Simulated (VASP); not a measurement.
# KCl (Sylvite) (Fm-3m) in VASP: a series of runs

Aim: see how the results for KCl (Sylvite) move with the level of theory and the settings. Levels: PBE, PBEsol. Tasks: single point.

All numbers are computed with VASP 6.6.1; they aren't measurements. Logs are shortened: lines on timing, memory, paths and dates and some standing lists are left out, and cuts for length are marked.

## (1) Starting point

The structure is cubic, space group Fm-3m (No. 225). Conventional cell: a = 6.293 Å, b = 6.293 Å, c = 6.293 Å, α = 90.00°, β = 90.00°, γ = 90.00°. K (site symmetry m-3m) is surrounded by 6 Cl at 3.15 Å. Cl (site symmetry m-3m) has 6 K at 3.15 Å as nearest neighbours.

## (2) Single point, PBE (supercell [3, 3, 4], atoms moved at random, drawn with an rms of 0.05 Å)

INCAR reads:

```
ALGO = Fast
EDIFF = 1E-5
ENCUT = 520
GGA = PE
ISIF = 2
ISMEAR = 0
LASPH = T
LCHARG = F
LREAL = Auto
LUSENCCL = F
LWAVE = F
NELM = 80
NSIM = 4
PREC = Accurate
SIGMA = 0.05
```

KPOINTS reads:

```
k-points
0
Gamma
  2 2 2
```

POSCAR reads:

```
KCl
1.0
    0.0000000000      9.4394100000      9.4394100000
    9.4394100000      0.0000000000      9.4394100000
   12.5858800000     12.5858800000      0.0000000000
K Cl
36 36
Direct
    0.0012820000     -0.0002310000      0.0009970000
    0.0042190000     -0.0028000000      0.2489940000
    0.0023560000     -0.0011970000      0.4996180000
    0.0004470000      0.0012910000      0.7497330000
    0.0001450000      0.3316560000     -0.0004970000
   -0.0013530000      0.3337570000      0.2511100000
    0.0008470000      0.3325120000      0.4987520000
    0.0040940000      0.3324390000      0.7500140000
    0.0010290000      0.6650820000     -0.0052740000
    0.0013560000      0.6660020000      0.2494920000
   -0.0057330000      0.6711990000      0.5016490000
   -0.0011650000      0.6699390000      0.7524150000
    0.3317970000      0.0020680000     -0.0027760000
    0.3301240000      0.0010380000      0.2494810000
    0.3317900000      0.0012310000      0.4989050000
    0.3324340000     -0.0007090000      0.7507600000
    0.3343160000      0.3333710000      0.0013870000
    0.3349990000      0.3300740000      0.2504940000
    0.3316860000      0.3378870000      0.4986810000
    0.3308820000      0.3347870000      0.7488620000
    0.3321200000      0.6647580000      0.0015600000
    0.3346680000      0.6638480000      0.2494740000
    0.3315460000      0.6632140000      0.5031510000
    0.3344020000      0.6646520000      0.7521170000
    0.6695530000     -0.0020810000     -0.0003720000
    0.6623400000     -0.0003830000      0.2524220000
    0.6673650000      0.0017660000      0.4984140000
    0.6618680000      0.0010000000      0.7497120000
    0.6653250000      0.3326400000      0.0026270000
    0.6681210000      0.3333680000      0.2499720000
    0.6655310000      0.3341670000      0.5014630000
    0.6651790000      0.3276680000      0.7536320000
    0.6646740000      0.6641290000      0.0015730000
    0.6664730000      0.6696010000      0.2485930000
    0.6698660000      0.6673410000      0.4991950000
    0.6622600000      0.6662600000      0.7512170000
    0.1626090000      0.1685360000      0.1277780000
    0.1674870000      0.1685540000      0.3739280000
    0.1654990000      0.1655630000      0.6259080000
    0.1653360000      0.1701140000      0.8735340000
    0.1579030000      0.5009250000      0.1279380000
    0.1681450000      0.4953410000      0.3799650000
    0.1682540000      0.4957410000      0.6252130000
    0.1677630000      0.5005940000      0.8733480000
    0.1674720000      0.8319670000      0.1250590000
    0.1659900000      0.8309890000      0.3747450000
    0.1631340000      0.8333930000      0.6249710000
    0.1641810000      0.8356470000      0.8767370000
    0.4981550000      0.1677850000      0.1253800000
    0.4979310000      0.1650510000      0.3772250000
    0.4960590000      0.1672510000      0.6265480000
    0.5033960000      0.1684420000      0.8715220000
    0.4987250000      0.4944800000      0.1263380000
    0.5010560000      0.4981920000      0.3763520000
    0.5024810000      0.4997450000      0.6236910000
    0.5024120000      0.4982530000      0.8778920000
    0.5006260000      0.8324770000      0.1242300000
    0.5000560000      0.8338300000      0.3748860000
    0.5030600000      0.8284470000      0.6246820000
    0.5049710000      0.8325490000      0.8727920000
    0.8313250000      0.1657130000      0.1268910000
    0.8283590000      0.1680210000      0.3808290000
    0.8322400000      0.1628190000      0.6260270000
    0.8342850000      0.1696130000      0.8731920000
    0.8275620000      0.5059040000      0.1228660000
    0.8379340000      0.4959340000      0.3741940000
    0.8336750000      0.5054700000      0.6222050000
    0.8290240000      0.5054950000      0.8756940000
    0.8323550000      0.8302900000      0.1256780000
    0.8283560000      0.8373700000      0.3764230000
    0.8311270000      0.8347790000      0.6251110000
    0.8321570000      0.8307900000      0.8755640000
```

Potentials or basis: VASP PAW PBE potentials, release 64 (K_sv, Cl).

Command:

```sh
> cat potpaw_PBE.64/K_sv/POTCAR potpaw_PBE.64/Cl/POTCAR > POTCAR
> mpirun -np 1 vasp_std > vasp.out
```

OUTCAR:

```text
EDIFF = 1E-5
   ENCUT = 520
   GGA = PE
   ISIF = 2
   ISMEAR = 0
   LASPH = T
   LREAL = Auto
   NELM = 80
   PREC = Accurate

 ion  position               nearest neighbor table
   1  0.001  1.000  0.001-  48 3.11  45 3.13  61 3.15  40 3.16  64 3.19  69 3.19
   2  0.004  0.997  0.249-  46 3.11  37 3.11  45 3.12  61 3.17  70 3.17
   3  0.002  0.999  0.500-  47 3.10  62 3.14  63 3.14  46 3.16  38 3.16  71 3.16
   4  0.000  0.001  0.750-  39 3.11  64 3.14  48 3.14  63 3.15  47 3.16  72 3.20
   5  0.000  0.332  1.000-  40 3.11  37 3.15  61 3.16  68 3.17  44 3.18  65 3.20
   6  0.999  0.334  0.251-  66 3.08  41 3.08  37 3.11  38 3.14  62 3.17  65 3.23
   7  0.001  0.333  0.499-  66 3.11  42 3.12  38 3.12  39 3.15  67 3.19  63 3.19
   8  0.004  0.332  0.750-  40 3.08  43 3.09  39 3.14  64 3.14  68 3.22  67 3.22
   9  0.001  0.665  0.995-  44 3.08  72 3.09  65 3.14  48 3.15  41 3.16  69 3.21
  10  0.001  0.666  0.249-  41 3.09  45 3.13  66 3.15  69 3.15  70 3.22  42 3.22
  11  0.994  0.671  0.502-  67 3.08  71 3.10  46 3.13  70 3.14  42 3.19  43 3.20
  12  0.999  0.670  0.752-  72 3.07  47 3.09  44 3.12  68 3.16  71 3.19
  13  0.332  0.002  0.997-  40 3.13  45 3.16  60 3.17  52 3.19  57 3.19  37 3.21
  14  0.330  0.001  0.249-  37 3.11  38 3.15  46 3.15  49 3.16  57 3.17  58 3.18
  15  0.332  0.001  0.499-  50 3.11  38 3.12  58 3.14  39 3.15  47 3.18  59 3.20
  16  0.332  0.999  0.751-  51 3.13  48 3.13  39 3.15  40 3.16  60 3.17  59 3.20
  17  0.334  0.333  0.001-  49 3.11  56 3.14  41 3.18  37 3.18  44 3.18  52 3.19
[... 42 lines left out ...]
  60  0.505  0.833  0.873-  28 3.07  36 3.10  33 3.13  16 3.17  13 3.17  21 3.22
  61  0.831  0.166  0.127-  29 3.13  30 3.13   1 3.15   5 3.16  26 3.16   2 3.17
  62  0.828  0.168  0.381-  31 3.09  27 3.09   3 3.14  30 3.16   6 3.17
  63  0.832  0.163  0.626-  28 3.14   3 3.14  31 3.14   4 3.15  32 3.16   7 3.19
  64  0.834  0.170  0.873-  32 3.10   8 3.14   4 3.14  29 3.17  25 3.18   1 3.19
  65  0.828  0.506  0.123-  33 3.06  34 3.13  30 3.14   9 3.14   5 3.20   6 3.23
  66  0.838  0.496  0.374-   6 3.08   7 3.11  10 3.15  31 3.16  35 3.19  34 3.20
  67  0.834  0.505  0.622-  11 3.08  35 3.09  36 3.14   7 3.19   8 3.22
  68  0.829  0.505  0.876-  33 3.08  36 3.14  12 3.16   5 3.17  29 3.18   8 3.22
  69  0.832  0.830  0.126-  34 3.08  25 3.12  10 3.15  26 3.19   1 3.19   9 3.21
  70  0.828  0.837  0.376-  27 3.09  35 3.10  26 3.13  11 3.14   2 3.17  10 3.22
  71  0.831  0.835  0.625-  11 3.10  28 3.14  27 3.14   3 3.16  36 3.18  12 3.19
  72  0.832  0.831  0.876-  12 3.07   9 3.09  25 3.14  33 3.15  28 3.19   4 3.20

  LATTYP: Found a base centered monoclinic cell.
 ALAT       =    23.1217379729
 B/A-ratio  =     0.5773502692
 C/A-ratio  =     0.7698003589
 COS(beta)  =    -0.5773502692

  Lattice vectors:

 A1 = (   0.0000000000,  -9.4394100000,  -9.4394100000)
 A2 = (  -9.4394100000,   0.0000000000,  -9.4394100000)
 A3 = (  12.5858800000,  12.5858800000,   0.0000000000)

Analysis of symmetry for initial positions (statically):
=====================================================================
 Subroutine PRICEL returns:
 Original cell was already a primitive cell.

 Routine SETGRP: Setting up the symmetry group for a
 base centered monoclinic supercell.

 Subroutine GETGRP returns: Found  1 space group operations
 (whereof  1 operations were pure point group operations)
 out of a pool of  4 trial point group operations.

The static configuration has the point symmetry C_1 .

Analysis of symmetry for dynamics (positions and initial velocities):
=====================================================================
 Subroutine PRICEL returns:
 Original cell was already a primitive cell.

 Routine SETGRP: Setting up the symmetry group for a
 base centered monoclinic supercell.

 Subroutine GETGRP returns: Found  1 space group operations
 (whereof  1 operations were pure point group operations)
 out of a pool of  4 trial point group operations.

The dynamic configuration has the point symmetry C_1 .

[... 41 lines left out ...]
   NUPDOWN=      -1.0000    fix difference up-down
   EMIN   =  10.00;   EMAX   =-10.00  energy-range for DOS
   EFERMI =   0.00;   METHOD = LEGACY
   ISMEAR =     0;   SIGMA  =   0.05  broadening in eV -4-tet -1-fermi 0-gaus
   EFERMI_NEDOS =   21; number of points for ismear=-14 and -15
   IALGO  =     68    algorithm
   IMIX   =      4    mixing-type and parameters
     AMIX     =   0.40;   BMIX     =  1.00
     AMIX_MAG =   1.60;   BMIX_MAG =  1.00
  volume/ion in A,a.u.               =      31.15       210.22
  Fermi-wavevector in a.u.,A,eV,Ry     =   1.040594  1.966437 14.732871  1.082835
  Thomas-Fermi vector in A             =   2.175177
   LORBIT       =      0    0 simple, 1 ext, 2 COOP (PROOUT), +10 PAW based schemes
   GGA     = PE    functional components
   LHFCALC =     F    Hartree Fock is set to
   AEXX    =    0.0000 exact exchange contribution
   IVDW    =     0    specifies the selected vdW correction
   LEPSILON=     F    determine dielectric tensor
   LRPA    =     F    only Hartree local field effects (RPA)
 non-spin polarized calculation
 RMM-DIIS sequential band-by-band and
 Gauss-broadening in eV      SIGMA  =   0.05
  energy-cutoff  :      520.00
  volume of cell :     2242.87
 maximum number of plane-waves:     60410
 NGX is ok and might be reduce to   100
   NGX = 49   NGY = 49   NGZ = 67

 number of electron     576.0000007 magnetization

 Free energy of the ion-electron system (eV)
  ---------------------------------------------------
  ext. energy  EPLUGINS =         0.00000000
  ---------------------------------------------------
  free energy    TOTEN  =      -244.76396597 eV

  energy without entropy =     -244.76396597  energy(sigma->0) =     -244.76396597

 E-fermi :  -1.5162     XC(G=0):  -7.5383

 val. band max:       -1.8174498677   @ k =   0.0000   0.0000   0.0000
 cond. band min:       3.3388817883   @ k =   0.0000   0.0000   0.0000
 fundamental gap:      5.1563316560
 Fermi energy:        -1.5162381436

 k-point     1 :       0.0000    0.0000    0.0000
  band No.  band energies     occupation
      1     -29.2120      2.00000
      2     -29.1574      2.00000
      3     -29.1553      2.00000
      4     -29.1414      2.00000
      5     -29.1352      2.00000
      6     -29.1259      2.00000
[... 2413 lines left out ...]
    299       5.0487      0.00000
    300       5.0615      0.00000
 [bands above 300 left out]

------------------------ aborting loop because EDIFF is reached ----------------------------------------

  FORCE on cell =-STRESS in cart. coord.  units (eV):
  Direction    XX          YY          ZZ          XY          YZ          ZX
  --------------------------------------------------------------------------------------
  -------------------------------------------------------------------------------------
  Total       11.3385477     11.2522389     11.2917643      0.0459065     -0.0041071      0.0217267
  in kB        8.0996217      8.0379675      8.0662022      0.0327931     -0.0029339      0.0155203
  external PRESSURE =       8.0679305 kB  Pullay stress =       0.0000000 kB

 VOLUME and BASIS-vectors are now :
 -----------------------------------------------------------------------------
  energy-cutoff  :      520.00
  volume of cell :     2242.87
      direct lattice vectors                 reciprocal lattice vectors
     0.000000000  9.439410000  9.439410000    -0.052969412  0.052969412  0.052969412
     9.439410000  0.000000000  9.439410000     0.052969412 -0.052969412  0.052969412
    12.585880000 12.585880000  0.000000000     0.039727059  0.039727059 -0.039727059

 POSITION                                       TOTAL-FORCE (eV/Angst)
 -----------------------------------------------------------------------------------
      9.44978      0.02465      9.44933         0.016024     -0.073123     -0.063809
     12.54679      3.17363      9.45280         0.119399     -0.048479     -0.069686
     15.71624      6.31037      9.45035         0.031767     -0.054852     -0.035847
      9.44824      9.44027      0.01641        -0.008208     -0.037180     -0.056145
     15.71026     12.58099      3.13201         0.095394     -0.040905      0.010753
      6.31091     12.58708     12.57711         0.005740     -0.058905     -0.064478
[... 64 lines left out ...]
     15.74739     15.71292     15.72517         0.008815      0.037722      0.006204
     18.86191     18.87481     15.69724         0.075623     -0.036058      0.063598
 -----------------------------------------------------------------------------------
    total drift:                                0.011052      0.013724     -0.015274

  FREE ENERGIE OF THE ION-ELECTRON SYSTEM (eV)
  ---------------------------------------------------
  free  energy   TOTEN  =      -244.7639659668 eV

  energy  without entropy=     -244.7639659668  energy(sigma->0) =     -244.76396597
```

Wall time 18 min (1 × NVIDIA H100 80GB with 1 thread of AMD EPYC 7R13 (Zen 3), shared host); peak memory 4.9 GiB.

Results:

```
Free energy            : -244.7640 eV
Pressure               : 0.8 GPa
Largest force          : 0.221 eV/Å
Band gap on the k mesh : 5.16 eV
```

Forces on the atoms (eV/Å):
```
K    0.016 -0.073 -0.064
K    0.119 -0.048 -0.070
K    0.032 -0.055 -0.036
K   -0.008 -0.037 -0.056
K    0.095 -0.041  0.011
K    0.006 -0.059 -0.064
K    0.077  0.038 -0.045
K    0.048 -0.164 -0.040
K    0.157  0.065 -0.026
K    0.074  0.017 -0.052
K   -0.067  0.060  0.006
K   -0.123 -0.113 -0.080
K    0.009  0.091  0.042
K   -0.024  0.084  0.005
K    0.006  0.073 -0.029
K   -0.061 -0.019  0.037
K   -0.009 -0.048 -0.029
K    0.078 -0.034 -0.020
K   -0.067  0.112 -0.071
K   -0.025  0.057  0.073
K   -0.001 -0.002  0.015
K    0.028  0.051 -0.007
K   -0.018 -0.030  0.075
K   -0.033 -0.045  0.045
K    0.015 -0.029 -0.004
K   -0.041  0.009  0.049
K    0.081  0.021 -0.072
K   -0.060  0.059  0.077
K   -0.077  0.009  0.051
K    0.028  0.025 -0.047
K   -0.004  0.020 -0.016
K   -0.015 -0.058  0.213
K    0.025 -0.055  0.026
K    0.002  0.056 -0.077
K   -0.047 -0.038 -0.068
K   -0.059  0.060  0.104
Cl  -0.113 -0.040  0.043
Cl  -0.049 -0.002 -0.056
Cl  -0.016  0.013  0.026
Cl  -0.015  0.095 -0.055
Cl  -0.102  0.049  0.137
Cl  -0.021 -0.192  0.068
Cl   0.136 -0.055  0.046
Cl  -0.030  0.068 -0.033
Cl  -0.007  0.001  0.036
Cl   0.005  0.028  0.045
Cl   0.006  0.110  0.067
Cl  -0.073  0.030 -0.008
Cl  -0.065  0.012 -0.026
Cl  -0.003 -0.027  0.062
Cl  -0.020 -0.019  0.008
Cl   0.098  0.011 -0.173
Cl   0.081 -0.013  0.052
Cl   0.003 -0.061  0.053
Cl   0.084  0.020 -0.037
Cl  -0.007 -0.088 -0.083
Cl   0.052 -0.076 -0.013
Cl   0.000 -0.035 -0.071
Cl   0.114 -0.088 -0.009
Cl   0.111 -0.067 -0.158
Cl  -0.035  0.038  0.032
Cl  -0.171 -0.037  0.087
Cl   0.037  0.023  0.063
Cl   0.017  0.079 -0.051
Cl  -0.083  0.142 -0.020
Cl   0.101 -0.071  0.011
Cl  -0.042  0.092 -0.138
Cl  -0.124  0.078 -0.028
Cl   0.021  0.010  0.115
Cl  -0.132  0.013  0.080
Cl   0.009  0.038  0.006
Cl   0.076 -0.036  0.064
```

A k mesh can miss the band edges.

[end of part 1 of 2]
